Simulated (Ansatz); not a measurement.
BeS (Pbam) at 2 levels of theory

One geometry, relaxed with PBE; plane waves with PAW potentials in Ansatz, scalar-relativistic. No spin polarisation. Gaps are the least over mesh and band path; pressure is positive in compression.

```
CELL_PARAMETERS angstrom
5.73130 0.00000 0.00000
0.00000 11.95730 0.00000
0.00000 0.00000 3.45359
ATOMIC_POSITIONS crystal
Be 0.83689 0.66691 0.00000
Be 0.33689 0.83309 0.00000
Be 0.83891 0.91154 0.50000
Be 0.33891 0.58846 0.50000
Be 0.16311 0.33309 0.00000
Be 0.66311 0.16691 0.00000
Be 0.16109 0.08846 0.50000
Be 0.66109 0.41154 0.50000
S 0.70824 0.83337 0.00000
S 0.20824 0.66663 0.00000
S 0.71010 0.58776 0.50000
S 0.21010 0.91224 0.50000
S 0.29176 0.16663 0.00000
S 0.79176 0.33337 0.00000
S 0.28990 0.41224 0.50000
S 0.78990 0.08776 0.50000
```

```json
{"level": "PBE", "cutoff (eV)": "420", "k mesh": "4×2×8", "gap (eV)": "3.68", "pressure (GPa)": "0.0"}
```

Question: What comes out on the same cell with LDA?

Answer:
```json
{"level": "LDA", "cutoff (eV)": "420", "k mesh": "4×2×8", "gap (eV)": "3.47", "pressure (GPa)": "-4.4"}
```

It was reached by relaxing an invented guess, and it needn't be the stable form of this composition.
